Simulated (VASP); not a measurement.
A run of VASP 6.6.1 is set up as follows.

The input INCAR:

```
ALGO = Fast
EDIFF = 1E-7
EDIFFG = -0.15
ENCUT = 520
GGA = PE
IBRION = 2
ISIF = 3
ISMEAR = 0
LASPH = T
LCHARG = F
LREAL = F
LWAVE = F
NELM = 100
NSW = 80
PREC = Accurate
SIGMA = 0.02
```

The input KPOINTS:

```
k-points
0
Gamma
  10 10 10
```

Contents of POSCAR:

```
ZnSe
1.0
    0.0000000000      2.8338000000      2.8338000000
    2.8338000000      0.0000000000      2.8338000000
    2.8338000000      2.8338000000      0.0000000000
Zn Se
1 1
Direct
    0.0000000000      0.0000000000      0.0000000000
    0.2500000000      0.2500000000      0.2500000000
```

Potentials or basis: VASP PAW PBE potentials, release 64 (Zn, Se).

The run is started by

```console
$ cat potpaw_PBE.64/Zn/POTCAR potpaw_PBE.64/Se/POTCAR > POTCAR
$ mpirun -np 1 vasp_std > vasp.out
```

Problem. Estimate the space group after relaxing (to 0.05 Å).

Solution. F-43m (No. 216).

Problem. Estimate the relaxed volume.

Solution. 23.89 Å³/atom.

Problem. What does it give for the band gap on the k mesh?

Solution. 1.10 eV, direct.

Problem. Predict the relaxed cell.

Solution. a = 4.073 Å, b = 4.073 Å, c = 4.073 Å, α = 60.00°, β = 60.00°, γ = 60.00°.

Step by step:
| step | energy change (eV) | largest force (eV/Å) | pressure (GPa) | volume (Å³) |
| --- | --- | --- | --- | --- |
| 1 | 0.0000 | 0.0000 | 2.38 | 45.51 |
| 2 | -0.0114 | 0.0000 | -0.63 | 47.77 |

Caveat: the relaxation stopped at a loose force limit of 0.15 eV/Å, so its end isn't a converged minimum. Zero-point motion and thermal expansion aren't in these numbers.
